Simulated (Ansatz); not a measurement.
A crystal relaxed with r2SCAN in Ansatz 0.2.0 has space group P6_222 (No. 180) and a = 4.584 Å, c = 6.577 Å.

```
atom  site       x       y       z
  Xx    6j  0.1639  0.8361  0.8333
  Mo    3d  0.5000  0.0000  0.5000
```

The r2SCAN gap is indirect, 0.16 eV (L to M), below the direct gap of 0.69 eV at L. With HSE06 the valence top lies at L and the conduction bottom at M, 0.54 eV higher; the smallest vertical gap, at L, is 1.11 eV. With PBE the valence top lies at L and the conduction bottom at M, 0.05 eV higher; the smallest vertical gap, at L, is 0.54 eV. (With 0.02 eV of smearing so small a gap leaves both edges partly filled, and it could close between the points sampled.) Meshes: r2SCAN 6×6×4, HSE06 6×6×2, PBE 6×6×4.

Q: Which element is Xx?
A. C
B. Sn
C. Si
D. Ge

A: C. Xx is Si: MoSi2 (P6_222) from a database of computed structures. Around Si lie 5 Si at 2.55–2.67 Å and 5 Mo at 2.57–2.67 Å; around Mo lie 10 Si at 2.57–2.67 Å.

No spin polarisation and no zero-point or thermal motion.

The runs are scalar-relativistic, without spin-orbit coupling.

The meshes of the hybrids are coarse, so their gaps aren't converged to the digits shown.
